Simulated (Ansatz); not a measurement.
# F, space group C2/c: a convergence test of the k-point mesh

Program: the Ansatz DFT code, driven from Python.

Notebook, run cell by cell (the value of a cell's last expression is shown):

```python
import ansatz as az
from tabulate import tabulate
```

```python
xtal = (
    az.Lattice.of((2.556322, -1.584027, 0.0), (2.556322, 1.584027, 0.0), (-0.562111, 0.0, 6.597709))
    .atom("F", (0.595833, 0.915336, 0.597955))
    .atom("F", (0.084664, 0.404167, 0.902045))
    .atom("F", (0.404167, 0.084664, 0.402045))
    .atom("F", (0.915336, 0.595833, 0.097956))
)
```

```python
calc = xtal.calculation().functional("PBEsol").basis(35 * az.Ry).occupations("fixed").scf(tolerance=1e-09)

rows = []
for value in [(4, 4, 1), (4, 4, 2), (6, 6, 2), (8, 8, 4), (10, 10, 4)]:
    report = calc.kpoints(mesh=value).run(threads=1, backend="cpu").report
    rows.append((value, report["free_energy_ev"] / len(report["lattice"]["sites"]), report["n_iterations"], report["n_kpoints"]))
```

    DeckWarning: the atoms were moved onto the symmetric positions of the space group found under crystal.symmetry.tolerance 1.0e-5 (fractional; no operation is sought that the atoms, as they stand in a round, miss by more than twice it, and no atom is moved by as much as it), and the run uses the moved positions. Before [...]

```python
print(tabulate(rows, headers=["mesh", "F/atom (eV)", "iterations", "k-points"], floatfmt=".4f", tablefmt="simple"))
```

    mesh           F/atom (eV)    iterations    k-points
    -----------  -------------  ------------  ----------
    (4, 4, 1)        -797.6592             6           7
    (4, 4, 2)        -797.6516             6          14
    (6, 6, 2)        -797.6516             6          26
    (8, 8, 4)        -797.6516             6          78
    (10, 10, 4)      -797.6516             6         117

```python
# the last row is the reference
for row in rows[:-1]:
    shift = 1000 * (row[1] - rows[-1][1])
    print(f"{row[0]}: {shift:+.2f} meV/atom" + ("  (within 5 meV)" if abs(shift) < 5 else ""))
```

    (4, 4, 1): -7.63 meV/atom
    (4, 4, 2): +0.00 meV/atom  (within 5 meV)
    (6, 6, 2): +0.01 meV/atom  (within 5 meV)
    (8, 8, 4): -0.00 meV/atom  (within 5 meV)

From 4×4×2 on it stays within 5 meV an atom of the value at 10×10×4; the first row (4×4×1) is off by 7.6 meV and the last but one by 0.00 meV.

Reading the output:
- No spin polarisation was allowed.
- This isn't the structure that F takes at ambient conditions.
- Warnings are shown shortened and without file and line.
- Shifts are counted from the finest mesh, which is itself no proven limit.
- Finished in 8.2 s on 1 thread of Intel(R) Xeon(R) Processor @ 2.30GHz (shared host), peak memory 0.53 GiB.
